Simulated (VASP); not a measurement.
# Input and output of a VASP PBE single-point calculation on MgF₂ (strained rutile)

INCAR

```
LCHARG = .TRUE.
ISIF = 2
NBANDS = 25
SIGMA = 0.02
NSW = 0
ISMEAR = -1
LWAVE = .FALSE.
LREAL = .FALSE.
PREC = Accurate
LASPH = .TRUE.
ENCUT = 520
LELF = .TRUE.
EDIFF = 1E-7
NELM = 120
GGA = PE
IBRION = -1
```

KPOINTS

```
KPOINTS created by Atomic Simulation Environment
0
Gamma
6 6 8
0 0 0
```

KPOINTS_OPT

```
special points
6
Reciprocal
0.0000000000 0.0000000000 0.0000000000 1
0.0000000000 0.5000000000 0.0000000000 1
0.5000000000 0.5000000000 0.0000000000 1
0.0000000000 0.0000000000 0.5000000000 1
0.0000000000 0.5000000000 0.5000000000 1
0.5000000000 0.5000000000 0.5000000000 1
```

POSCAR

```
Mg F
 1.0000000000000000
     4.6220159945999999    0.0000000000000000    0.0000000000000000
     0.0000000000000000    4.6220159945999999    0.0000000000000000
     0.0000000000000000    0.0000000000000000    2.9851895244000000
 Mg  F
   2   4
Cartesian
  0.0000000000000000 -0.0000000000000000  0.0000000000000000
  2.3110079972999999  2.3110079972999999  1.4925947622000000
  1.3958084988349020  1.3958084988349020  0.0000000000000000
  0.9151994984650982  3.7068164961349019  1.4925947622000000
  3.7068164961349019  0.9151994984650982  1.4925947622000000
  3.2262074957650979  3.2262074957650979  0.0000000000000000
```

VASP ran with the recommended PBE PAW datasets (32 valence electrons in the cell).

Command

```
mpirun -np 1 vasp_std
```

OSZICAR

```
N       E                     dE             d eps       ncg     rms          rms(c)
DAV:   1     0.157149069938E+03    0.15715E+03   -0.18003E+04  2692   0.120E+03
DAV:   2    -0.268406622300E+02   -0.18399E+03   -0.17826E+03  3059   0.285E+02
DAV:   3    -0.339814181575E+02   -0.71408E+01   -0.71213E+01  3133   0.534E+01
DAV:   4    -0.340183299366E+02   -0.36912E-01   -0.36907E-01  2866   0.438E+00
DAV:   5    -0.340185104498E+02   -0.18051E-03   -0.18051E-03  3016   0.299E-01    0.101E+01
DAV:   6    -0.313948080470E+02    0.26237E+01   -0.80066E+00  2829   0.205E+01    0.293E+00
DAV:   7    -0.314176149954E+02   -0.22807E-01   -0.92935E-02  2703   0.200E+00    0.190E+00
DAV:   8    -0.314487636133E+02   -0.31149E-01   -0.53523E-02  2562   0.224E+00    0.205E-01
DAV:   9    -0.314488012905E+02   -0.37677E-04   -0.10635E-03  3286   0.232E-01    0.802E-02
DAV:  10    -0.314492917744E+02   -0.49048E-03   -0.49982E-04  2572   0.155E-01    0.203E-02
DAV:  11    -0.314492902891E+02    0.14853E-05   -0.97126E-06  3201   0.266E-02    0.414E-03
DAV:  12    -0.314492906761E+02   -0.38699E-06   -0.11246E-06  2608   0.857E-03    0.932E-04
DAV:  13    -0.314492906792E+02   -0.31341E-08   -0.12588E-07  2309   0.281E-03
   1 F= -.31449291E+02 E0= -.31449291E+02  d E =-.206401E-11
       N       E                     dE             ncg
DAV:   1     0.190862991655E+04   -0.55094E+04      308
DAV:   2     0.751877134839E+03   -0.11568E+04      364
DAV:   3     0.702207833382E+03   -0.49669E+02      372
DAV:   4     0.701931777663E+03   -0.27606E+00      343
DAV:   5     0.701930312900E+03   -0.14648E-02      372
DAV:   6     0.701930302375E+03   -0.10525E-04      341
DAV:   7     0.701930302288E+03   -0.87194E-07      324
```

From OUTCAR

```
k-points           NKPTS =     50   k-points in BZ     NKDIM =     50   number of bands    NBANDS=     25

   NELECT =      32.0000    total number of electrons

   dimension x,y,z NGX =    36 NGY =   36 NGZ =   24
   dimension x,y,z NGXF=    72 NGYF=   72 NGZF=   48

  energy-cutoff  :      520.00
  volume of cell :       63.77
      direct lattice vectors                 reciprocal lattice vectors
     4.622015995  0.000000000  0.000000000     0.216355807  0.000000000  0.000000000
     0.000000000  4.622015995  0.000000000     0.000000000  0.216355807  0.000000000
     0.000000000  0.000000000  2.985189524     0.000000000  0.000000000  0.334987106

 k-points in reciprocal lattice and weights: KPOINTS created by Atomic Simulation Env
   0.00000000  0.00000000  0.00000000       0.003
   0.16666667  0.00000000  0.00000000       0.014
   0.33333333  0.00000000  0.00000000       0.014
   0.50000000  0.00000000  0.00000000       0.007
   0.16666667  0.16666667  0.00000000       0.014
   0.33333333  0.16666667  0.00000000       0.028
   0.50000000  0.16666667  0.00000000       0.014
   0.33333333  0.33333333  0.00000000       0.014
   ...

 E-fermi :  -0.6447

 k-point     1 :       0.0000    0.0000    0.0000
  band No.  band energies     occupation
      1     -21.9147      2.00000
      2     -21.0903      2.00000
      3     -21.0903      2.00000
      4     -20.9750      2.00000
      5      -5.2712      2.00000
      6      -3.6855      2.00000
      7      -3.2820      2.00000
      8      -3.2820      2.00000
      9      -2.9792      2.00000
     10      -2.9262      2.00000
     11      -2.2859      2.00000
     12      -2.2859      2.00000
     13      -1.7767      2.00000
     14      -1.4202      2.00000
     15      -1.4202      2.00000
     16      -1.0711      2.00000
     17       6.2126      0.00000
     18      11.3858      0.00000
     19      11.3858      0.00000
     20      13.0188      0.00000
     21      13.5279      0.00000
     22      14.8094      0.00000
     23      14.8683      0.00000
     24      17.6424      0.00000
     25      17.6424      0.00000

 k-point     2 :       0.1667    0.0000    0.0000
  band No.  band energies     occupation
      1     -21.8689      2.00000
      2     -21.1760      2.00000
      3     -21.0768      2.00000
      4     -20.9558      2.00000
      5      -5.1657      2.00000
      6      -3.6442      2.00000
      7      -3.6088      2.00000
      8      -3.1255      2.00000
      9      -2.8862      2.00000
     10      -2.7327      2.00000
     11      -2.3322      2.00000
     12      -2.2528      2.00000
     13      -1.8117      2.00000
     14      -1.6687      2.00000
     15      -1.4397      2.00000
     16      -1.1425      2.00000
     17       6.5611      0.00000
     18      10.8863      0.00000
     19      11.5671      0.00000
     20      13.1082      0.00000
     21      13.8225      0.00000
     22      14.8015      0.00000
     23      15.0065      0.00000
     24      17.3671      0.00000
     25      17.7104      0.00000

 k-point     3 :       0.3333    0.0000    0.0000
  band No.  band energies     occupation
      1     -21.7400      2.00000
      2     -21.3510      2.00000
      3     -21.0404      2.00000
      4     -20.9599      2.00000
      5      -4.8868      2.00000
      6      -4.0680      2.00000
      7      -3.4097      2.00000
      8      -2.8011      2.00000
      9      -2.7751      2.00000
     10      -2.5247      2.00000
     11      -2.4557      2.00000
     12      -2.2532      2.00000
     13      -2.1615      2.00000
     14      -1.9067      2.00000
     15      -1.4796      2.00000
     16      -1.3209      2.00000
     17       7.4578      0.00000
     18       9.8413      0.00000
     19      12.0647      0.00000
     20      13.0866      0.00000
     21      14.2865      0.00000
     22      14.6719      0.00000
     23      15.7029      0.00000
     24      17.0057      0.00000
     25      17.4741      0.00000

 k-point     4 :       0.5000    0.0000    0.0000
  band No.  band energies     occupation
      1     -21.5542      2.00000
      2     -21.5542      2.00000
      3     -20.9948      2.00000
      4     -20.9948      2.00000
      5      -4.5062      2.00000
      6      -4.5062      2.00000
      7      -2.9195      2.00000
      8      -2.9195      2.00000
      9      -2.6185      2.00000
     10      -2.6185      2.00000
     11      -2.5295      2.00000
     12      -2.5295      2.00000
     13      -2.0351      2.00000
     14      -2.0351      2.00000
     15      -1.4675      2.00000
     16      -1.4675      2.00000
     17       8.6287      0.00000
     18       8.6287      0.00000
     19      12.6880      0.00000
     20      12.6880      0.00000
     21      14.5405      0.00000
     22      14.5405      0.00000
     23      16.6898      0.00000
     24      16.6898      0.00000
     25      17.4925      0.00000

 k-point     5 :       0.1667    0.1667    0.0000
  band No.  band energies     occupation
      1     -21.8252      2.00000
      2     -21.2022      2.00000
      3     -21.1043      2.00000
      4     -20.9531      2.00000
      5      -5.0663      2.00000
      6      -3.7241      2.00000
      7      -3.6277      2.00000
      8      -3.0523      2.00000
      9      -2.8466      2.00000
     10      -2.5990      2.00000
     11      -2.2987      2.00000
     12      -2.2982      2.00000
     13      -1.8476      2.00000
     14      -1.8439      2.00000
     15      -1.5028      2.00000
     16      -1.2087      2.00000
     17       6.8851      0.00000
     18      11.0550      0.00000
     19      11.0842      0.00000
     20      13.1622      0.00000
     21      14.1529      0.00000
     22      14.6949      0.00000
     23      15.1637      0.00000
     24      17.4717      0.00000
     25      17.5671      0.00000

 k-point     6 :       0.3333    0.1667    0.0000
  band No.  band energies     occupation
      1     -21.7025      2.00000
      2     -21.3405      2.00000
      3     -21.0793      2.00000
      4     -20.9751      2.00000
      5      -4.8049      2.00000
      6      -4.0669      2.00000
      7      -3.4349      2.00000
      8      -2.7622      2.00000
      9      -2.7365      2.00000
     10      -2.5235      2.00000
     11      -2.4205      2.00000
     12      -2.2682      2.00000
     13      -2.2054      2.00000
     14      -1.9451      2.00000
     15      -1.5671      2.00000
     16      -1.3799      2.00000
     17       7.7326      0.00000
     18      10.0408      0.00000
     19      11.5783      0.00000
     20      12.9055      0.00000
     21      14.6813      0.00000
     22      14.7726      0.00000
     23      15.7452      0.00000
     24      17.2153      0.00000
     25      17.4507      0.00000

 k-point     7 :       0.5000    0.1667    0.0000
  band No.  band energies     occupation
      1     -21.5272      2.00000
      2     -21.5272      2.00000
      3     -21.0246      2.00000
      4     -21.0246      2.00000
      5      -4.4541      2.00000
      6      -4.4541      2.00000
      7      -3.0033      2.00000
      8      -3.0033      2.00000
      9      -2.5815      2.00000
     10      -2.5815      2.00000
     11      -2.4507      2.00000
     12      -2.4507      2.00000
     13      -2.0764      2.00000
     14      -2.0764      2.00000
     15      -1.5392      2.00000
     16      -1.5392      2.00000
     17       8.8590      0.00000
     18       8.8590      0.00000
     19      12.2728      0.00000
     20      12.2728      0.00000
     21      14.8955      0.00000
     22      14.8955      0.00000
     23      16.7541      0.00000
     24      16.7541      0.00000
     25      17.5630      0.00000

 k-point     8 :       0.3333    0.3333    0.0000
  band No.  band energies     occupation
      1     -21.5993      2.00000
      2     -21.3519      2.00000
      3     -21.1319      2.00000
      4     -21.0264      2.00000
      5      -4.5935      2.00000
      6      -4.1240      2.00000
      7      -3.4248      2.00000
      8      -2.7943      2.00000
      9      -2.6294      2.00000
     10      -2.5456      2.00000
     11      -2.3236      2.00000
     12      -2.3225      2.00000
     13      -2.1709      2.00000
     14      -2.0486      2.00000
     15      -1.7355      2.00000
     16      -1.5424      2.00000
     17       8.4728      0.00000
     18      10.5750      0.00000
     19      10.6174      0.00000
     20      12.2427      0.00000
     21      15.1997      0.00000
     22      15.6277      0.00000
     23      15.8934      0.00000
     24      17.3359      0.00000
     25      17.3679      0.00000

 ...

  Total        2.1709287      2.1709287      3.5372678     -0.0000000      0.0000000      0.0000000
  in kB       54.5407810     54.5407810     88.8676558     -0.0000000      0.0000000      0.0000000
  external PRESSURE =      65.9830726 kB  Pullay stress =       0.0000000 kB

 POSITION                                       TOTAL-FORCE (eV/Angst)
 -----------------------------------------------------------------------------------
      0.00000      0.00000      0.00000         0.000000     -0.000000      0.000000
      2.31101      2.31101      1.49259         0.000000     -0.000000      0.000000
      1.39581      1.39581      0.00000        -0.021885     -0.021885      0.000000
      0.91520      3.70682      1.49259         0.021885     -0.021885      0.000000
      3.70682      0.91520      1.49259        -0.021885      0.021885     -0.000000
      3.22621      3.22621      0.00000         0.021885      0.021885     -0.000000
 -----------------------------------------------------------------------------------
    total drift:                                0.000000      0.000000     -0.000000

  FREE ENERGIE OF THE ION-ELECTRON SYSTEM (eV)
  ---------------------------------------------------
  free  energy   TOTEN  =       -31.4492906792 eV

  energy  without entropy=      -31.4492906792  energy(sigma->0) =      -31.44929068
```

```
gap between bands v and c : 7.28 eV
least direct gap          : 7.28 eV
pressure                  : 6.6 GPa
largest force             : 0.03 eV/Å
```

Band v is the last that the valence electrons fill when counted band by band, and c is the next.

The run took about 55 s on one core of a shared host (Intel Xeon Platinum 8488C) and held 0.26 GiB at most.
